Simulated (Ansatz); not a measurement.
# CuO (Tenorite) under changes of volume

One of the cells (10.163 Å³/atom); the others are scaled copies at fixed shape and fractional positions:

```
CELL_PARAMETERS angstrom
2.34465 -1.71340 0.00000
2.34465 1.71340 0.00000
-0.86055 0.00000 5.05944
ATOMIC_POSITIONS crystal
Cu 0.49680 0.00320 0.50000
Cu 0.00320 0.49680 0.00000
O 0.40560 0.57140 0.75370
O 0.57140 0.40560 0.25370
```

```yaml
Program: Ansatz 0.2.0
Functional: PBE
Potentials_or_basis: Ansatz PAW
Cutoff: "420 eV (not typed: the program's choice for these potentials)"
k_mesh: 10 × 10 × 5
Occupations: fermi-dirac, width 0.05 eV
Spin: no spin polarisation
```

| volume (Å³/atom) | energy over the lowest point (meV/atom) | pressure (GPa) | largest force (eV/Å) |
| --- | --- | --- | --- |
| 9.553 | 51.05 | 19.0 | 0.960 |
| 9.756 | ? | ? | ? |
| 9.959 | 15.20 | 9.7 | 0.821 |
| 10.163 | 5.54 | 5.7 | 0.759 |
| 10.366 | 0.64 | 2.2 | 0.724 |
| 10.569 | 0.00 | -1.0 | 0.714 |
| 10.772 | 3.14 | -3.9 | 0.710 |

Task: What does the run at 9.756 Å³/atom give?

Result: Energy over the lowest point 30.14 meV/atom; pressure 14.1 GPa; largest force 0.888 eV/Å.

Worked out: A Birch-Murnaghan fit of order 3 (a polynomial in V^(-2/3)) to the other rows has its minimum at 10.50 Å³/atom with B0 = V·E''(V) = 160 GPa and B' = 4.8 at fixed shape and positions, which overstates the stiffness. It gives 30.16 meV/atom at 9.756 Å³/atom, against the run's 30.14, and -dE/dV = 14.1 GPa, against 14.1.

Energies are extrapolated to zero smearing.

Caveats: the run has no spin polarisation, though such a crystal can be magnetic.
